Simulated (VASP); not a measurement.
Runs of VASP 6.6.1 on Mg. It takes space group P6_3/mmc (No. 194, hexagonal). The conventional cell has a = 3.209 Å, b = 3.209 Å, c = 5.210 Å, α = 90.00°, β = 90.00°, γ = 120.00°. Mg (site symmetry -6m2) is surrounded by 12 Mg at 3.20 to 3.21 Å. 

```csv
task,level,cell,cutoff (eV),smearing,gap on the mesh (eV),pressure (GPa),relaxed volume (Å³/atom)
relaxation of cell and atoms,optB86b-vdW,relaxed,600,fermi-dirac 0.05 eV,none,0.0,22.68
band structure,TPSS,as given,520,fermi-dirac 0.05 eV,-,(a),-
band structure,SCAN,as given,520,fermi-dirac 0.05 eV,-,-1.2,-
relaxation of cell and atoms,vdW-DF,relaxed,600,fermi-dirac 0.05 eV,none,0.0,(b)
single point,PBE,as given,520,gaussian 0.012 eV,none,-0.6,-
relaxation of cell and atoms,BEEF-vdW,relaxed,600,fermi-dirac 0.05 eV,none,0.0,22.93
relaxation of cell and atoms,vdW-DF-cx,relaxed,600,fermi-dirac 0.05 eV,none,0.0,22.87
band structure,r2SCAN,as given,520,fermi-dirac 0.05 eV,-,-1.3,-
relaxation of cell and atoms,vdW-DF2,relaxed,600,fermi-dirac 0.05 eV,none,0.0,22.93
single point,PBE,as given,520,gaussian 0.013 eV,none,-0.6,-
relaxation of cell and atoms,optPBE-vdW,relaxed,600,fermi-dirac 0.05 eV,none,0.0,22.93
relaxation of cell and atoms,rev-vdW-DF2,relaxed,600,fermi-dirac 0.05 eV,none,0.0,22.69
```

Alike in all rows: potentials or basis VASP PAW PBE potentials, release 64 (Mg); no spin polarisation; k mesh 10 × 10 × 5.

Question: Estimate the missing entries.

Answer: (a) -0.7; (b) 23.36.

Caveats: the PAW data sets were made with another functional, which shifts forces and pressure a little (some runs).

A gap of «none» marks a metal or a gap under the smearing width.
